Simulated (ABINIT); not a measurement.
# AlAs (F-43m): G0W0 in ABINIT against the exchange cutoff, part 2 of 2

Aim: move the exchange cutoff of a G0W0 run on AlAs (F-43m) over a wide range.

ABINIT 10.8.3; LDA and many-body steps on it, plane waves. Known limits of the many-body steps: not at the basis limit; exchange with frozen shells missing; no spin-orbit coupling; coarse k mesh.

So far. Step 2 (Screening, 4×4×4 mesh, 27 bands, screening to 106.1 eV): Local fields lower ε∞ by 11 %. On a Γ-centred mesh this coarse the value itself is usually too large, while a short band sum pulls it down.

## Step 5: 13.6 Ha

Level of this step: G0W0 on LDA, plane waves, norm-conserving pseudopotentials (ABINIT).

The self-energy is evaluated for the states that the input lists, and the levels follow from it, in one-shot runs by the linearised quasiparticle equation.

run.abi reads:

```
acell 3*1.0 Angstrom
rprim 
  0.000000000000 2.830400000000 2.830400000000
  2.830400000000 0.000000000000 2.830400000000
  2.830400000000 2.830400000000 -0.000000000000
ntypat 2
znucl 13 33
natom 2
typat 1 2
xred 
  0.000000000000 0.000000000000 0.000000000000
  0.250000000000 0.250000000000 0.250000000000
pp_dirpath "pseudos"
pseudos "Al.upf, As.upf"
ecut 34
ngkpt 4 4 4
nshiftk 1
shiftk 0 0 0
kptopt 1
chksymbreak 0
istwfk *1
occopt 1
irdwfk 1
optdriver 4
nband 27
gwcalctyp 0
ecutsigx 13.6
symsigma 1
nkptgw 2
kptgw 
  0.0000000000 0.0000000000 0.0000000000
  0.5000000000 0.5000000000 0.0000000000
bdgw 
  7 13
  8 11
ecuteps 3.9
irdscr 1
ppmodel 1
indata_prefix "in"
outdata_prefix "out"
tmpdata_prefix "tmp"
```

Started as:

```bash
$ OMP_NUM_THREADS=1 mpirun -n 4 abinit run.abi > log
```

The program printed:

```text
.Version 10.8.3 of ABINIT. v10.8.2 released Aug 2026.

 Symmetries : space group F-4 3 m (#216); Bravais cF (face-center cubic)
[... echo of the input left out ...]
== DATASET  1 ==================================================================
-   mpi_nproc: 4, omp_nthreads: 1 (-1 if OMP is not activated)

--- !DatasetInfo
iteration_state: {dtset: 1, }
dimensions: {natom: 2, nkpt: 8, mband: 27, nsppol: 1, nspinor: 1, nspden: 1, mpw: 2914, }
cutoff_energies: {ecut:  34.0, pawecutdg:  -1.0, }
[...]
Band     E0 <VxcDFT>   SigX SigC(E0)      Z dSigC/dE  Sig(E)    E-E0       E
[...]
10   5.060  -8.534  -4.548  -3.248   0.803  -0.245  -7.941   0.593   5.653
       11   5.922  -9.156  -5.032  -3.195   0.801  -0.248  -8.412   0.744   6.666

== END DATASET(S) ==============================================================
================================================================================

 -outvars: echo values of variables after computation  --------
           etotal      0.0000000000E+00
            nband          27
             nkpt           8
          spgroup         216
 [... the other variables as echoed above ...]

 Calculation completed.
```

Wall time 3.3 s (4 MPI ranks of Arm Neoverse V1, shared host); peak memory 0.38 GiB; 13 s of CPU time.

This step gave:

| Quantity | Value |
| --- | --- |
| G0W0 gap on the points computed | 2.153 eV |
| starting gap on the mesh | 1.351 eV |
| k of the valence top | 0, 0, 0 |
| k of the conduction bottom | 0.5, 0.5, 0 |
| least direct G0W0 gap on the computed points | 2.848 eV |

The gap on the mesh goes from 1.35 eV to 2.15 eV, a correction of +0.80 eV.

## Step 6: 23.8 Ha

run.abi: that of step 5 with these lines changed.

```diff
@@ -26,3 +26,3 @@
 gwcalctyp 0
-ecutsigx 13.6
+ecutsigx 23.8
 symsigma 1
```

The program printed:

```text
.Version 10.8.3 of ABINIT. v10.8.2 released Aug 2026.

 Symmetries : space group F-4 3 m (#216); Bravais cF (face-center cubic)
[... echo of the input left out ...]
== DATASET  1 ==================================================================
-   mpi_nproc: 4, omp_nthreads: 1 (-1 if OMP is not activated)

--- !DatasetInfo
iteration_state: {dtset: 1, }
dimensions: {natom: 2, nkpt: 8, mband: 27, nsppol: 1, nspinor: 1, nspden: 1, mpw: 2914, }
cutoff_energies: {ecut:  34.0, pawecutdg:  -1.0, }
[...]
Band     E0 <VxcDFT>   SigX SigC(E0)      Z dSigC/dE  Sig(E)    E-E0       E
[...]
10   5.060  -8.534  -4.568  -3.248   0.803  -0.245  -7.957   0.577   5.637
       11   5.922  -9.156  -5.063  -3.195   0.801  -0.248  -8.436   0.719   6.641

== END DATASET(S) ==============================================================
================================================================================

 -outvars: echo values of variables after computation  --------
           etotal      0.0000000000E+00
            nband          27
             nkpt           8
          spgroup         216
 [... the other variables as echoed above ...]

 Calculation completed.
```

Run time: 3.4 s. Hardware: 4 MPI ranks; peak memory 0.48 GiB.

Numbers from this step:

```yaml
g0w0_gap_on_the_points_computed: 2.178 eV
starting_gap_on_the_mesh: 1.351 eV
k_of_the_valence_top: 0, 0, 0
k_of_the_conduction_bottom: 0.5, 0.5, 0
least_direct_g0w0_gap_on_the_computed_points: 2.866 eV
```

Against the run before, the gap moves by +0.025 eV.

## Step 7: 34 Ha

run.abi: that of step 6 with these lines changed.

```diff
@@ -26,3 +26,3 @@
 gwcalctyp 0
-ecutsigx 23.8
+ecutsigx 34
 symsigma 1
```

The program printed:

```text
.Version 10.8.3 of ABINIT. v10.8.2 released Aug 2026.

 Symmetries : space group F-4 3 m (#216); Bravais cF (face-center cubic)
[... echo of the input left out ...]
== DATASET  1 ==================================================================
-   mpi_nproc: 4, omp_nthreads: 1 (-1 if OMP is not activated)

--- !DatasetInfo
iteration_state: {dtset: 1, }
dimensions: {natom: 2, nkpt: 8, mband: 27, nsppol: 1, nspinor: 1, nspden: 1, mpw: 2914, }
cutoff_energies: {ecut:  34.0, pawecutdg:  -1.0, }
[...]
Band     E0 <VxcDFT>   SigX SigC(E0)      Z dSigC/dE  Sig(E)    E-E0       E
[...]
10   5.060  -8.534  -4.576  -3.248   0.803  -0.245  -7.963   0.570   5.630
       11   5.922  -9.156  -5.076  -3.195   0.801  -0.248  -8.446   0.710   6.632

== END DATASET(S) ==============================================================
================================================================================

 -outvars: echo values of variables after computation  --------
           etotal      0.0000000000E+00
            nband          27
             nkpt           8
          spgroup         216
 [... the other variables as echoed above ...]

 Calculation completed.
```

Elapsed: 3.4 s, on 4 MPI ranks; peak memory 0.49 GiB; 13 s of CPU time.

This step gave:

```
G0W0 gap on the points computed              : 2.174 eV
starting gap on the mesh                     : 1.351 eV
k of the valence top                         : 0, 0, 0
k of the conduction bottom                   : 0.5, 0.5, 0
least direct G0W0 gap on the computed points : 2.868 eV
```

Against the run before, the gap moves by −0.004 eV.

## Step 8: Side by side

Times are wall times on 4 MPI ranks of Arm Neoverse V1, shared host, good to a factor of about two. A run's time includes the screening step that it read.

| run | mesh | bands | screening cutoff (eV) | DFT gap (eV) | gap on the mesh (eV) | direct (eV) | ε∞ used | time |
| --- | --- | --- | --- | --- | --- | --- | --- | --- |
| 3.4 Ha | 4×4×4 | 27 | 106.1 | 1.351 | 1.829 | 3.347 | 15.72 | 8.2 s |
| 6.8 Ha | 4×4×4 | 27 | 106.1 | 1.351 | 2.056 | 3.008 | 15.72 | 8.5 s |
| 13.6 Ha | 4×4×4 | 27 | 106.1 | 1.351 | 2.153 | 2.848 | 15.72 | 8.6 s |
| 23.8 Ha | 4×4×4 | 27 | 106.1 | 1.351 | 2.178 | 2.866 | 15.72 | 8.7 s |
| 34 Ha | 4×4×4 | 27 | 106.1 | 1.351 | 2.174 | 2.868 | 15.72 | 8.7 s |

## Step 9: Summary of results

```json
{
 "3.4 Ha": "1.829 eV",
 "6.8 Ha": "2.056 eV",
 "13.6 Ha": "2.153 eV",
 "23.8 Ha": "2.178 eV",
 "34 Ha": "2.174 eV",
 "known limits": "not at the basis limit; exchange with frozen shells missing; no spin-orbit coupling; coarse k mesh"
}
```

The setting moved: exchange cutoff. From 3.4 Ha to 34 Ha the gap moves by +0.34 eV. It holds to 0.03 eV from 13.6 Ha on. Bands and screening cutoff are coupled, so a series along one setting does not show full convergence. Below the screening cutoff the correlation part is cut too. Bands and cutoff are finite, so the gap is not at the basis limit. The miss can reach some tenths of an eV and take either sign; the mesh is an error of its own. In the G0W0 runs levels were corrected at 2 k points alone, so a gap called «on the mesh» is the least over those, and an edge elsewhere would be missed. The 4×4×4 mesh is coarse for this cell, which bears on the long-range parts of exchange and screening. The norm-conserving file of at least one element keeps a d shell over frozen s and p shells of the same row. Exchange with those shells is missing from the self-energy, an error of 0.3 to 0.9 eV in cases checked, whose sign depends on which edge lies on those atoms. The many-body steps are scalar-relativistic: spin-orbit coupling is not in them.

[Paths, hosts, dates, memory and timing lines, banners, echoed tables and standing remarks are left out of the program output.]

[Logs are printed without paths, hosts, clocks, repeated set-up lines and the standing remarks that a program may print on its own settings, such as how far it seeks lower states.]

[Runs of the session that timed out or met a known fault of the program may be left out.]

[Hosts, paths, dates, database ids (printed as entryN), source tags and the programs' standing remarks are cut or masked in the printed files.]

[G0W0 gaps are taken among the corrected bands and points alone; a level outside them can change the order at an edge.]

[Where Ansatz stands beside ABINIT at settings called matched, ABINIT's density can come from a denser mesh and the files from another edition; pairs whose starting gaps differed by over 0.03 eV were left out, so agreement reads better than it is.]
